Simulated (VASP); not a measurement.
Input of a VASP 6.6.1 run:

INCAR

```
SYSTEM = Li
  PREC = Accurate
  ENCUT = 600
  EDIFF = 1E-7
  ISMEAR = 1
  SIGMA = 0.1
  LREAL = .False.
  LASPH = .True.
  NELM = 80
  ALGO = Normal
  ISIF = 3
  LWAVE = .False.
  LCHARG = .False.
  GGA = PE
  IBRION = 2
  NSW = 90
  EDIFFG = -0.005
```

KPOINTS

```
regular mesh
0
Gamma
  16 16 16
  0 0 0
```

Contents of POSCAR:

```
Li                                      
1.0
   -1.7120199388      1.7120199388      1.7120199388
    1.7120199388     -1.7120199388      1.7120199388
    1.7120199388      1.7120199388     -1.7120199388
  Li            
     1
Direct
     0.0000000000000000    0.0000000000000000    0.0000000000000000
```

Potentials or basis: VASP PAW PBE potentials, release 64 (Li_sv).

Command:

```sh
$ cat potpaw_PBE.64/Li_sv/POTCAR > POTCAR
$ mpirun -np 1 vasp_std > vasp.out
```

(1) What does it give for the band gap on the k mesh?

Answers

(1) none (metal or under the smearing width).

Caveat: the relaxation stopped at its first step, so nothing moved.
